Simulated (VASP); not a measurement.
The system is Ag.

```
CELL_PARAMETERS angstrom
0.00000 2.04275 2.04275
2.04275 0.00000 2.04275
2.04275 2.04275 0.00000
ATOMIC_POSITIONS crystal
Ag 0.00000 0.00000 0.00000
```

Base run:

| Property | Result |
| --- | --- |
| Program | VASP 6.6.1 |
| Functional | rSCAN |
| Potentials or basis | VASP PAW PBE potentials, release 64 (Ag) |
| Cutoff | 520 eV |
| k mesh | 11 × 11 × 11 |
| Occupations | fermi-dirac, width 0.05 eV |
| Spin | no spin polarisation |

Its results: pressure 0.9 GPa.

The run is repeated on the same cell with these changes: functional from rSCAN to SCAN; further incar settings from ALGO = Normal; EDIFF = 1e-06 to ALGO = Normal; EDIFF = 1e-07; NBANDS = 12. What comes out?

Pressure -0.6 GPa.

Caveats: the PAW data sets were made with another functional, which shifts forces and pressure a little.
